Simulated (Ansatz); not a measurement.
Generalised stacking fault in TiO2

Method: DFT PBE, scalar-relativistic, plane waves, PAW in Ansatz. Cutoff 420 eV, Γ-centred 7×7×3 k-points, Gaussian smearing of 0.05 eV. No spin polarisation. Energies are free energies at this smearing, counted from the undisturbed cell; pressure is positive in compression.

The undisturbed cell (relaxed at this level):

```
CELL_PARAMETERS angstrom
-3.79922 0.00000 0.00000
0.00000 -3.79922 0.00000
0.00000 0.00000 9.69690
ATOMIC_POSITIONS crystal
Ti 0.00000 0.00000 0.62500
Ti 0.50000 0.50000 0.12500
Ti 0.50000 0.00000 0.37500
Ti 0.00000 0.50000 0.87500
O 0.00000 0.00000 0.83151
O 0.50000 0.50000 0.33151
O 0.50000 0.00000 0.58151
O 0.00000 0.50000 0.08151
O 0.50000 0.00000 0.16849
O 0.00000 0.50000 0.66849
O 0.00000 0.00000 0.41849
O 0.50000 0.50000 0.91849
```

The cut lies on the cell's a–b face, a (0 0 1) plane (indices in the standard cell, whose axes needn't be the Cartesian ones shown) of area 14.43 Å², between layers 1.58 Å apart. Vector c is tilted by f times 1·a − 1·b (length 5.373 Å) with the atoms' Cartesian places fixed: one unrelaxed fault a cell.

| f | γ (mJ/m²) |
| --- | --- |
| 0.0000 | 0 |
| 0.0833 | 536 |
| 0.1667 | 1821 |
| 0.2500 | 3006 |
| 0.3333 | 3636 |
| 0.4167 | 3731 |
| 0.5000 | 3636 |

(1) Predict the shear traction, the slope of γ along the slip (GPa) at each point.

## Answers

(1)
| f | shear traction, the slope of γ along the slip (GPa) |
| --- | --- |
| 0.0000 | 0.0 |
| 0.0833 | 22.8 |
| 0.1667 | 30.8 |
| 0.2500 | 20.6 |
| 0.3333 | 7.6 |
| 0.4167 | -2.2 |
| 0.5000 | 0.0 |

Cost: 7 runs of about 4.9 core-minutes in all, on Arm Neoverse V2 (shared hosts).